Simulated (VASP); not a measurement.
**Ir: relaxation of the atoms with PBE**

The system is Ir, a sheet with vacuum.

```xyz
1
Lattice="2.4518 0.0000 0.0000 0.0000 2.4518 0.0000 0.0000 0.0000 23.8000" Properties=species:S:1:pos:R:3 pbc="T T T"
Ir    0.0000    0.0000    7.0001
```

The cell was built by a generator and needn't be a form met in nature.

```
Program                   : VASP 6.6.1
Task                      : relaxation of the atoms
Functional                : PBE
Potentials or basis       : VASP PAW PBE potentials, release 64 (Ir)
Cutoff                    : 520 eV
k mesh                    : 11 × 11 × 1
Occupations               : fermi-dirac, width 0.05 eV
Spin                      : no spin polarisation
Dipole correction         : yes
Atoms held fixed (from 0) : [0]
Further INCAR settings    : ALGO = Normal; EDIFF = 1e-06; IBRION = 2; EDIFFG = -0.02; NSW = 40
```

```
Band gap on the k mesh : none (metal or under the smearing width)
```

Final structure:
```
CELL_PARAMETERS angstrom
2.45184 0.00000 0.00000
0.00000 2.45184 0.00000
0.00000 0.00000 23.80000
ATOMIC_POSITIONS crystal
Ir 0.00000 0.00000 0.29412
```

Levels at points of the mesh, in eV from the Fermi level:
```csv
k point,band 1,band 2,band 3,band 4,band 5,band 6,band 7,band 8
"(0.00, 0.00, 0.00)",-7.79,-6.38,-2.53,0.72,0.72,1.22,2.13,5.72
```

It took 19 s on 1 thread of Intel(R) Xeon(R) Platinum 8488C (Sapphire Rapids), with other jobs on the host, peak memory 0.23 GiB.

Caveat: the relaxation stopped at its first step, so nothing moved. The run has no spin-orbit coupling, so splittings on Ir are missing.
